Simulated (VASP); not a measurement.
**Cu: single point with PBE**

Sheet: Cu, a sheet with vacuum.

```xyz
1
Lattice="2.3485 0.0000 0.0000 0.0000 2.3507 0.0000 0.0000 0.0000 23.8000" Properties=species:S:1:pos:R:3 pbc="T T T"
Cu    0.0000    0.0000    7.0000
```

The cell was built by a generator and needn't be a form met in nature.

```json
{
  "Program": "VASP 6.6.1",
  "Task": "single point",
  "Functional": "PBE",
  "Potentials or basis": "VASP PAW PBE potentials, release 64 (Cu)",
  "Cutoff": "520 eV",
  "k mesh": "24 × 24 × 1",
  "Occupations": "gaussian, width 0.1 eV",
  "Spin": "no spin polarisation"
}
```

| Item | Value |
| --- | --- |
| Band gap on the k mesh | none (metal or under the smearing width) |

Levels at points of the mesh, in eV from the Fermi level:
| k point | band 2 | band 3 | band 4 | band 5 | band 6 | band 7 | band 8 | band 9 |
| --- | --- | --- | --- | --- | --- | --- | --- | --- |
| (0.00, 0.00, 0.00) | -3.30 | -1.99 | -0.95 | -0.94 | -0.67 | 0.83 | 4.54 | 5.00 |
| (0.50, 0.00, 0.00) | -2.56 | -1.49 | -1.24 | -0.82 | 1.22 | 4.23 | 7.20 | 9.52 |
| (0.00, 0.50, 0.00) | -2.56 | -1.48 | -1.25 | -0.82 | 1.22 | 4.21 | 7.19 | 9.51 |
| (0.50, 0.50, 0.00) | -2.07 | -2.06 | -1.00 | -0.07 | 7.35 | 7.36 | 12.18 | 12.33 |

It took 3.8 min on 1 thread of Intel(R) Xeon(R) Platinum 8488C (Sapphire Rapids), with other jobs on the host, peak memory 0.41 GiB.
